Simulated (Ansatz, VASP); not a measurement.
**One calculation of CoO, two programs**

```
CELL_PARAMETERS angstrom
3.19765 0.00000 0.00000
-1.59882 2.76924 0.00000
0.00000 0.00000 5.22871
ATOMIC_POSITIONS crystal
Co 0.00000 0.00000 0.00347
Co 0.33333 0.66667 0.50336
O 0.00000 0.00000 0.37161
O 0.33333 0.66667 0.87156
```

Alike in both runs: task single point; functional PBEsol; k mesh 6 × 6 × 4; occupations gaussian, width 0.1 eV; collinear spin.

|  | VASP | Ansatz |
| --- | --- | --- |
| version | VASP 6.6.1 | Ansatz 0.2.0 |
| potentials or method | VASP PAW PBE potentials, release 64 (Co, O) | scalar-relativistic, plane waves, PAW |
| plane-wave cutoff (eV) | 520 | 420 |
| valence electrons in the cell | 30 | 46 |

|  | VASP | Ansatz | Ansatz less VASP |
| --- | --- | --- | --- |
| gap on the k mesh at the Fermi level (eV) | none | none | - |
| pressure (GPa) | -10.1 | -9.9 | +0.23 |
| largest component of the traceless stress (GPa) | 1.01 | 1.06 | +0.043 |
| rms of the force components (eV/Å) | 0.060 | 0.063 | +0.0037 |
| net moment per atom (μB) | 0.00 | 0.00 | 0.000 |
| size of the moment on the site where the two differ most (μB) | 2.23 | 2.08 | -0.146 |

Site moments also hang on the region over which each program counts them. Atom by atom the forces differ by 0.004 eV/Å (rms over components). A gap of «none» marks a metal or a gap that the smearing closes. The functional is the same, so the differences come from potentials, cutoffs and numerics. The two sets of potentials don't hold the same shells in valence.

Caveats: the k mesh is coarse (spacing up to 0.38 Å⁻¹), so the values aren't converged; the PAW data sets were made with another functional, which shifts forces and pressure a little (VASP); semilocal functionals often make such compounds metallic where correlation or magnetic order opens a gap, which also shifts bond lengths.
